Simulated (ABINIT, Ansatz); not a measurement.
**ZnS: band gap by level of theory**

It takes space group P6_3mc (No. 186, hexagonal). Conventional cell: a = 3.811 Å, b = 3.811 Å, c = 6.234 Å, α = 90.00°, β = 90.00°, γ = 120.00°. Zn (site symmetry 3m) is surrounded by 4 S at 2.31 to 2.40 Å. S (site symmetry 3m) is surrounded by 4 Zn at 2.31 to 2.40 Å.

```csv
rung,level,program and potentials,cutoff (eV),k mesh,task,core time,chip,band gap (eV),miss (eV),notes
GGA,PBEsol,"Ansatz, Ansatz PAW",420,8 × 8 × 5,band structure,29 s,Intel Xeon Skylake/Cascade Lake,(a),?,"potentials made for PBE, which Ansatz adapts in part"
GGA,revPBE,"Ansatz, Ansatz PAW",420,8 × 8 × 5,band structure,29 s,Intel Xeon Skylake/Cascade Lake,2.38,-1.53,"potentials made for PBE, which Ansatz adapts in part"
GGA,BLYP,"Ansatz, Ansatz PAW",420,8 × 8 × 5,band structure,30 s,Intel Xeon Skylake/Cascade Lake,2.23,-1.68,"potentials made for PBE, which Ansatz adapts in part"
GGA,RPBE,"Ansatz, Ansatz PAW",420,8 × 8 × 5,band structure,42 s,Intel Xeon Skylake/Cascade Lake,2.42,-1.49,"potentials made for PBE, which Ansatz adapts in part"
meta-GGA,r2SCAN,"Ansatz, Ansatz PAW",500,8 × 8 × 5,band structure,54 s,Intel Xeon Skylake/Cascade Lake,2.82,-1.09,"potentials made for PBE, which Ansatz adapts in part"
hybrid,HSE06,"Ansatz, Ansatz PAW",420,6 × 6 × 4,band structure,2.1 min,AMD EPYC 7R13 Zen 3,3.46,-0.45,"potentials made for PBE, which Ansatz adapts in part"
GGA,PBE,"ABINIT, JTH PAW PBE v2.0",544,10 × 10 × 6,single point,2.4 min,Arm Neoverse V1,2.23,-1.68,-
LDA,LDA,"Ansatz, Ansatz PAW",420,6 × 6 × 4,elastic constants,4.6 min,Intel Xeon Skylake/Cascade Lake,1.96,-1.95,"potentials made for PBE, which Ansatz adapts in part"
hybrid,PBE0,"Ansatz, Ansatz PAW",420,4 × 4 × 3,band structure,14 min,Intel Xeon Skylake/Cascade Lake,4.15,+0.24,"coarse mesh; potentials made for PBE, which Ansatz adapts in part"
hybrid,B3LYP,"Ansatz, Ansatz PAW",420,4 × 4 × 3,band structure,15 min,Intel Xeon Skylake/Cascade Lake,3.74,-0.17,"coarse mesh; potentials made for PBE, which Ansatz adapts in part"
hybrid,PBEsol0,"Ansatz, Ansatz PAW",420,4 × 4 × 3,band structure,15 min,Intel Xeon Skylake/Cascade Lake,4.01,+0.10,"coarse mesh; potentials made for PBE, which Ansatz adapts in part"
hybrid,r2SCAN0,"Ansatz, Ansatz PAW",500,4 × 4 × 3,band structure,18 min,Intel Xeon Skylake/Cascade Lake,4.49,+0.58,"coarse mesh; potentials made for PBE, which Ansatz adapts in part"
hybrid,r2SCAN50,"Ansatz, Ansatz PAW",500,4 × 4 × 3,band structure,19 min,Intel Xeon Skylake/Cascade Lake,6.20,+2.29,"coarse mesh; potentials made for PBE, which Ansatz adapts in part"
```

Times are single runs on shared hosts and different chips, so they are rough; meshes, cutoffs and the tasks' sizes weigh on the time. All rows: no spin polarisation. Gaps are the least found on the k mesh or the band path, and a mesh can miss the band edges. The cell comes from a database and isn't always the measured one. Meshes differ between rows, which moves values too. All levels ran on this one cell, unrelaxed unless noted. Meshes are those of the run's cell of 4 atoms unless a note names another. Misses use the values as printed. Runs on faulty files, with rough fits or with known faults for this quantity aren't shown. No row holds spin-orbit coupling.

Measured: 3.91 eV at 4 K (a printed reference work). The runs are for a static lattice.

Problem. Estimate the value left out from the other rows.

Solution. (a) 2.11 eV, miss -1.80.
